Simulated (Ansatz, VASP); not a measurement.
Tl: VASP beside Ansatz

```
Tl
1.0
    -1.94038    2.17330    1.94038
     2.17330   -1.94038    1.94038
     1.70746    1.70746   -1.70746
Tl
1
Direct
  0.00000 0.00000 0.00000
```

Alike in both runs: task single point; functional PBEsol; k mesh 15 × 15 × 15; occupations gaussian, width 0.1 eV; no spin polarisation.

|  | VASP | Ansatz |
| --- | --- | --- |
| version | VASP 6.6.1 | Ansatz 0.2.0 |
| potentials or method | VASP PAW PBE potentials, release 64 (Tl_d) | scalar-relativistic, plane waves, PAW |
| plane-wave cutoff (eV) | 520 | 420 |
| valence electrons in the cell | 13 | 13 |

```csv
,VASP,Ansatz,Ansatz less VASP
gap on the k mesh at the Fermi level (eV),none,none,-
pressure (GPa),1.2,1.2,+0.06
largest component of the traceless stress (GPa),2.74,2.74,+0.006
```

A gap of «none» marks a metal or a gap that the smearing closes. With one functional, cell and mesh, what is left measures potentials, basis and numerics.

Caveats: the PAW data sets were made with another functional, which shifts forces and pressure a little (VASP). Spin-orbit coupling is left out, which matters for the levels of Tl.
